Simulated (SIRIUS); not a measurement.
The system is Na.

```
CELL_PARAMETERS angstrom
-2.14100 2.14100 2.14100
2.14100 -2.14100 2.14100
2.14100 2.14100 -2.14100
ATOMIC_POSITIONS crystal
Na 0.00000 0.00000 0.00000
```

- Program: SIRIUS 7.12.0
- Task: single point
- Functional: PBEsol
- Potentials or basis: all-electron FP-LAPW
- Cutoff: 158 eV
- Basis: apw+lo standard
- k mesh: 9 × 9 × 9
- Occupations: fermi-dirac, width 0.05 eV
- Spin: no spin polarisation

On this cell: band gap on the k mesh none (metal or under the smearing width).

The same run follows on a disturbed copy (cell strained at random):

```
CELL_PARAMETERS angstrom
-2.05761 2.14356 2.19933
2.10814 -2.08308 2.18937
2.09200 2.11746 -2.13885
ATOMIC_POSITIONS crystal
Na 0.99870 0.99979 0.99469
```

Problem. What changes?

Solution. The energy (extrapolated to zero smearing) moves by +1.9 meV/atom; band gap on the k mesh none (metal or under the smearing width).
